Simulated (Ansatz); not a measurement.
This Ansatz 0.2.0 run on Ce needs a look.

input.yaml

```yaml
crystal:
  lattice:
    - [0.0, 2.5806, 2.5806]
    - [2.5806, 0.0, 2.5806]
    - [2.5806, 2.5806, 0.0]
  atoms:
    - { symbol: Ce, position: [0.0, 0.0, 0.0] }
hamiltonian:
  xc: pbe
  pseudopotentials: { kind: paw }
kpoints:
  mp_grid: { grid: [9, 9, 9] }
scf:
  occupations: { method: fermi_dirac, width: 0.05 }
  max_iter: 50
output:
  forces: true
  stress: true
  eigenvalues: true
basis:
  ecutwfc: "40 Ry/bohr"
```

Potentials or basis: Ansatz PAW.

Launch:

```sh
$ ansatz run input.yaml --threads 2 --pin off --max-ram 5632MiB --backend cpu --events-out ev --progress --plain --runs-dir out
```

Output:

```text
Error: YAML parse error: error: line 21 column 12: unknown unit factor `Ry/bohr`
  --> <input>:21:12
   |
19 |   eigenvalues: true
20 | basis:
21 |   ecutwfc: "40 Ry/bohr"
   |            ^ unknown unit factor `Ry/bohr`
```

Question: How did it end, and where is the flaw?

Answer: The input was rejected before any iteration. The input holds a flaw that was put in on purpose: a cutoff in the wrong unit (basis.ecutwfc = 40 Ry/bohr).

A sound run on the same cell differs in these lines of the main input:
```diff
@@ -15 +14,0 @@
-  max_iter: 50
@@ -20,2 +18,0 @@
-basis:
-  ecutwfc: "40 Ry/bohr"
```
